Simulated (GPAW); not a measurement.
**Dielectric function and optical constants of SrCl2**

Wanted: where SrCl2 starts to absorb, how strongly, and its refractive index.

Calculated with GPAW 26.7.0; DFT, PBE, plane-wave PAW (GPAW data sets), scalar-relativistic, RPA, optical limit.

### Step 1. The structure

The structure is cubic, space group Fm-3m (No. 225). Conventional cell: a = 6.977 Å, b = 6.977 Å, c = 6.977 Å, α = 90.00°, β = 90.00°, γ = 90.00°. Sr has 8 Cl at 3.02 Å nearest. Cl has 4 Sr at 3.02 Å nearest. Farther neighbours and most contacts between anions are not listed.

Coordinates:

```xyz
3
Lattice="0.0000 3.4884 3.4884 3.4884 0.0000 3.4884 3.4884 3.4884 0.0000" Properties=species:S:1:pos:R:3 pbc="T T T"
Sr    0.0000    0.0000    0.0000
Cl    5.2325    5.2325    5.2325
Cl    1.7442    1.7442    1.7442
```

### Step 2. Dielectric function, RPA

Transitions between filled and empty bands, summed over the zone, give the optical response, so mesh, band count and broadening shape it.

The induced potential is part of this response.

The input, df.py:

```python
from gpaw.response.df import DielectricFunction

df = DielectricFunction('full.gpw', frequencies={'type': 'nonlinear', 'domega0': 0.03, 'omega2': 8},
                        ecut=50,
                        eta=0.15,
                        nbands=51,
                        txt='df.txt')
for direction in ['x', 'z']:
    df.get_dielectric_function(xc='RPA', direction=direction, filename=f'df_{direction}.csv')
```

Launch:

```
OMP_NUM_THREADS=1 python df.py
```

The program printed:

```text
Using integrator: PointIntegrator
NonLinearFrequencyDescriptor(from 0.000 to 64.819 eV, 497 points)
Nonperiodic BCs:  [False False False]
Using integrator: PointIntegrator
NonLinearFrequencyDescriptor(from 0.000 to 64.819 eV, 497 points)
Nonperiodic BCs:  [False False False]

Calculating chi0 body with:
    Ground state adapter containing:
    Number of spins: 1
    Number of kpoints: 512
    Number of irreducible kpoints: 29
    Number of completely occupied states: 12
    Number of partially occupied states: 12

    Linear response parametrization:
    q_c: [0.0, 0.0, 0.0]
    Number of frequency points: 497
    Planewave cutoff: 50.0
    Number of bands: 51
    Number of planewaves: 65
    Broadening (eta): 0.15

Integrating chi0 body.

Symmetries of q_c:
    Direct symmetries (Uq -> q): 48
    Indirect symmetries (TUq -> q): 0
In total 48 allowed symmetries.

29 groups of equivalent kpoints. 94.3359375% reduction.

Integral kind: spectral function

Calculating chi0 optical extensions with:
    Ground state adapter containing:
    Number of spins: 1
    Number of kpoints: 512
    Number of irreducible kpoints: 29
    Number of completely occupied states: 12
    Number of partially occupied states: 12

    Linear response parametrization:
    Number of frequency points: 497
    Planewave cutoff: 50.0
    Number of bands: 51
    Number of planewaves: 65
    Broadening (eta): 0.15
Integrating chi0 head and wings.

Symmetries of q_c:
    Direct symmetries (Uq -> q): 48
    Indirect symmetries (TUq -> q): 0
In total 48 allowed symmetries.

29 groups of equivalent kpoints. 94.3359375% reduction.

Integral kind: spectral function wings
```

Wall time 17 s (1 thread of Arm Neoverse V1, shared host); peak memory 0.31 GiB.

Read-outs, printed or worked out from the files:

* electronic dielectric constant ε∞, mean over x, y and z (by symmetry where fewer were run): 2.720
* main peak of Im epsilon, first axis: 7.662 eV

Some rows of df_x.csv (energy; Re and Im without local fields; Re and Im with them):

```text
0.000000, 3.198401, 0.000000, 2.719874, 0.000000
0.429336, 3.203113, 0.003306, 2.723389, 0.002467
0.878195, 3.218289, 0.006883, 2.734713, 0.005136
1.347938, 3.246013, 0.010912, 2.755399, 0.008141
1.840057, 3.289346, 0.015658, 2.787729, 0.011682
2.356191, 3.352911, 0.021545, 2.835153, 0.016074
2.898142, 3.443982, 0.029308, 2.903103, 0.021870
3.467895, 3.574732, 0.040345, 3.000694, 0.030124
4.067647, 3.767445, 0.057725, 3.144693, 0.043181
4.699832, 4.069282, 0.089903, 3.371019, 0.067660
5.367152, 4.613617, 0.178494, 3.784687, 0.138618
6.072622, 5.625360, 0.954146, 4.525938, 0.818912
6.819608, 6.369236, 2.237890, 4.882268, 1.625346
7.611886, 4.416833, 7.166863, 4.059455, 4.866862
8.453705, 0.727322, 4.765274, 1.243284, 3.850452
9.349861, 1.426305, 3.830303, 1.339070, 2.799683
10.305790, 0.104192, 2.228247, 0.166895, 2.007055
11.327680, 1.107571, 2.206182, 0.882659, 1.468286
12.422601, 0.558592, 2.356113, 0.798880, 1.412878
13.598673, 0.337371, 1.565586, 0.536961, 1.059004
```

Values under the direct gap are tails of Lorentzian lines. Table of Im ε, E ∥ x or z by photon energy; read off at these points:

```
photon energy (eV)  Im ε, E ∥ x or z
              0.00                 0
              0.50           0.00288
              1.00           0.00589
              1.50           0.00918
              2.00            0.0130
              2.50            0.0175
              3.00            0.0232
              3.50            0.0307
              4.00            0.0414
              4.50            0.0580
              5.00            0.0884
              5.50             0.179
              6.00             0.640
              6.50              1.27
              7.00              2.10
              7.50              4.30
              7.67              4.93
              8.00              4.51
              8.50              3.74
              9.00              2.50
              9.50              2.93
              9.68              3.04
             10.00              2.64
             10.50              1.67
             11.00              1.40
             11.50              1.46
             12.00              1.41
             12.50              1.39
             13.00              1.50
             13.50              1.21
```

Table of Re ε, E ∥ x or z by photon energy:

```
photon energy (eV)  Re ε, E ∥ x or z
               0.0              2.72
               0.5              2.72
               1.0              2.74
               1.5              2.76
               2.0              2.80
               2.5              2.85
               3.0              2.92
               3.5              3.01
               4.0              3.13
               4.5              3.29
               5.0              3.52
               5.5              3.91
               6.0              4.53
               6.5              4.78
               7.0              5.29
               7.5              4.71
               8.0              2.18
               8.5              1.11
               9.0              1.07
               9.5              1.24
              10.0             0.227
              10.5             0.251
              11.0             0.702
              11.5             0.931
              12.0             0.737
              12.5             0.772
              13.0             0.839
              13.5             0.509
```

The loss function −Im 1/ε at q → 0, E ∥ x or z has structure finer than the step of the table below, so its rows give means over 0.5 eV, whole bins alone (the curve runs from 0 to 14.0 eV). Peaks (eV: height): 10.66: 0.625, 13.60: 0.751.

Values under the direct gap are tails of Lorentzian lines. Loss function −Im 1/ε at q → 0, E ∥ x or z against energy loss; means over each step:

```
energy loss (eV)  loss function −Im 1/ε at q → 0, E ∥ x or z
             0.5                                      3.9e-4
             1.0                                      7.9e-4
             1.5                                     0.00120
             2.0                                     0.00165
             2.5                                     0.00215
             3.0                                     0.00272
             3.5                                     0.00340
             4.0                                     0.00425
             4.5                                     0.00539
             5.0                                     0.00719
             5.5                                      0.0123
             6.0                                      0.0309
             6.5                                      0.0521
             7.0                                      0.0692
             7.5                                       0.110
             8.0                                       0.180
             8.5                                       0.250
             9.0                                       0.317
             9.5                                       0.294
            10.0                                       0.383
            10.5                                       0.570
            11.0                                       0.558
            11.5                                       0.486
            12.0                                       0.534
            12.5                                       0.542
            13.0                                       0.526
            13.5                                       0.674
```

The refractive index n and extinction k by photon energy:

```
photon energy (eV)      n        k
               0.0   1.65        0
               0.5   1.65   8.7e-4
               1.0   1.66  0.00178
               1.5   1.66  0.00276
               2.0   1.67  0.00387
               2.5   1.69  0.00517
               3.0   1.71  0.00678
               3.5   1.73  0.00885
               4.0   1.77   0.0117
               4.5   1.81   0.0160
               5.0   1.88   0.0235
               5.5   1.98   0.0452
               6.0   2.13    0.150
               6.5   2.21    0.287
               7.0   2.34    0.448
               7.5   2.36    0.913
               8.0   1.90     1.19
               8.5   1.58     1.18
               9.0   1.38    0.907
               9.5   1.49    0.985
              10.0   1.20     1.10
              10.5  0.984    0.846
              11.0   1.07    0.658
              11.5   1.15    0.634
              12.0   1.08    0.654
              12.5   1.09    0.638
              13.0   1.13    0.664
              13.5  0.955    0.635
```

Values under the direct gap are tails of Lorentzian lines. Im ε, E ∥ x or z against photon energy; read off at these points:

```
photon energy (eV)  without local fields  with local fields
              0.00                     0                  0
              0.50               0.00386            0.00288
              1.00               0.00789            0.00589
              1.50                0.0123            0.00918
              2.00                0.0174             0.0130
              2.50                0.0234             0.0175
              3.00                0.0310             0.0232
              3.50                0.0411             0.0307
              4.00                0.0553             0.0414
              4.50                0.0773             0.0580
              5.00                 0.117             0.0884
              5.50                 0.225              0.179
              6.00                 0.756              0.640
              6.50                  1.65               1.27
              7.00                  3.01               2.10
              7.50                  6.56               4.30
              7.61                  7.16               4.86
              7.67                  7.05               4.93
              8.00                  5.97               4.51
              8.50                  4.52               3.74
              9.00                  3.11               2.50
              9.50                  4.07               2.93
             10.00                  2.96               2.64
             10.50                  1.93               1.67
             11.00                  2.01               1.40
             11.50                  2.29               1.46
             11.71                  2.59               1.64
             12.00                  2.31               1.41
             12.50                  2.29               1.39
             13.00                  2.38               1.50
             13.50                  1.67               1.21
```

Optical constants at common wavelengths, from n + ik = √ε:

```
wavelength (nm)     n      k  R (%)     1/α
           1550  1.65  0.001    6.1   87 µm
           1064  1.66  0.002    6.1   40 µm
            532  1.68  0.005    6.5  9.0 µm
            365  1.73  0.008    7.1  3.5 µm
            308  1.77  0.012    7.7  2.1 µm
            248  1.88  0.024    9.3  839 nm
            193  2.19  0.256   14.5   60 nm
```

Below the direct gap, k and the depth come from the tails of the Lorentzian lines, not from transitions.

Rows near the edge hang on the gap, which this functional as a rule makes too small, and phonon-assisted absorption is left out.

### Step 3. Outcome

```json
{"electronic dielectric constant ε∞, mean over x, y and z (by symmetry where fewer were run) (RPA)": "2.72", "main peak of Im epsilon, first axis": "7.66 eV"}
```

At this level (PBE, RPA) SrCl2 has ε∞ = 2.72 and n = 1.65 at 1550 nm, and Im ε peaks at 7.7 eV. Local fields change the static value along x from 3.20 to 2.72 (-15 %). Distinct maxima of Im ε, read by a parabola through the highest points, lie at 7.66 eV (4.9), 9.70 eV (3.0), 11.73 eV (1.6) and 13.03 eV (1.5). Excitons and phonon-assisted transitions are missing; PBE gaps are as a rule too small, which pulls the onset down and ε∞ up. The sum runs over mesh points, so small or evenly spaced maxima can still be ripples of the mesh.

[Machine, clock and banner lines and Python warnings are left out of the logs.]

[Logs are printed without paths, hosts, clocks, repeated set-up lines and the standing remarks that a program may print on its own settings, such as how far it seeks lower states.]

[Hosts, paths, dates, database ids (printed as entryN), source tags and the programs' standing remarks are cut or masked in the printed files.]
